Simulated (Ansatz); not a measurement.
## Ga: what symmetry allows forces and stress to be

```
CELL_PARAMETERS angstrom
1.55086 -4.25512 0.00000
1.55086 4.25512 0.00000
0.00000 0.00000 3.27255
ATOMIC_POSITIONS crystal
Ga 0.87438 0.12562 0.25000
Ga 0.12562 0.87438 0.75000
```

Method: DFT PBE, scalar-relativistic, plane waves, PAW (Ansatz).

Settings: cutoff 420 eV, Γ-centred mesh 16×16×14 on the computed 2-atom cell, Gaussian smearing of 0.10 eV; no spin polarisation.

This distorted cell has space group Cmcm, with 8 operations.

Task: Without a calculation: in which directions can each atom feel a force?

Result: A force must be left unchanged by every operation that keeps its atom in place, so it lies in the space that those operations leave fixed. Atoms that the group maps onto each other feel forces of one size.
```
atom site symmetry operations at the site equivalent to atom allowed force (Cartesian)
 Ga1            m2m                       4                   1   along (0.00, 1.00, 0.00)
 Ga2            m2m                       4                   1   along (0.00, 1.00, 0.00)
```

That leaves 1 independent force component of 6. A relaxation in this cell that keeps the symmetry moves the atoms in these directions alone.

Task: And the stress tensor?

Result: It must be invariant under the point group, which leaves 3 independent components: yz, xz, xy vanish.

Task: Do the computed values obey this?

Result: Yes. Forces (eV/Å):
```
Ga1  0.000  0.579  0.000
Ga2  0.000 -0.579  0.000
```

Stress (GPa, compression positive, xx yy zz yz xz xy): -5.80 -1.94 -2.21 0.00 0.00 0.00. The program imposes the same operations on density, forces and stress, so this confirms the analysis and is no independent test of the calculation.

This form isn't the element's structure at ambient conditions.